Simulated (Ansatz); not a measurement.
CsPbI₃ (cubic perovskite)

```yaml
crystal:
  lattice:
    - [6.39047, 0.00000, 0.00000]
    - [0.00000, 6.39047, 0.00000]
    - [0.00000, 0.00000, 6.39047]
  atoms:
    - { symbol: Cs, position: [0.00000, 0.00000, 0.00000] }
    - { symbol: Pb, position: [0.50000, 0.50000, 0.50000] }
    - { symbol: I, position: [0.00000, 0.50000, 0.50000] }
    - { symbol: I, position: [0.50000, 0.50000, 0.00000] }
    - { symbol: I, position: [0.50000, 0.00000, 0.50000] }
```

Two coordinates are scanned: the volume, and the ratio of the stretch along z (the conventional c axis) to the stretch across it. Atoms keep their fractional coordinates.

All values below come from PBE (plane waves to 420 eV, PAW, scalar-relativistic; Ansatz, a quantum-chemistry and plane-wave program). k mesh 5×5×5 (Γ-centred), Fermi-Dirac smearing 0.05 eV. Compression counts positive. CsPbI3 was relaxed with its symmetry unable to fall. Spin-orbit coupling is left out, though I and Pb are heavy. This is a high-temperature form of CsPbI3.

At one point of the scan the stress tensor (GPa) is:

```
  -0.33     0.00     0.00
   0.00    -0.33     0.00
   0.00     0.00    -1.68
```

Q: Which point is it?
(A) V/V₀ = 1.053, (c/a)/(c/a)₀ = 1.000
(B) V/V₀ = 1.080, (c/a)/(c/a)₀ = 1.120
(C) V/V₀ = 1.080, (c/a)/(c/a)₀ = 1.080
(D) V/V₀ = 1.053, (c/a)/(c/a)₀ = 1.040

A: C, V/V₀ = 1.080, (c/a)/(c/a)₀ = 1.080

(Under strain, the slope of the energy per volume gives the stress and its curvature an elastic modulus.)
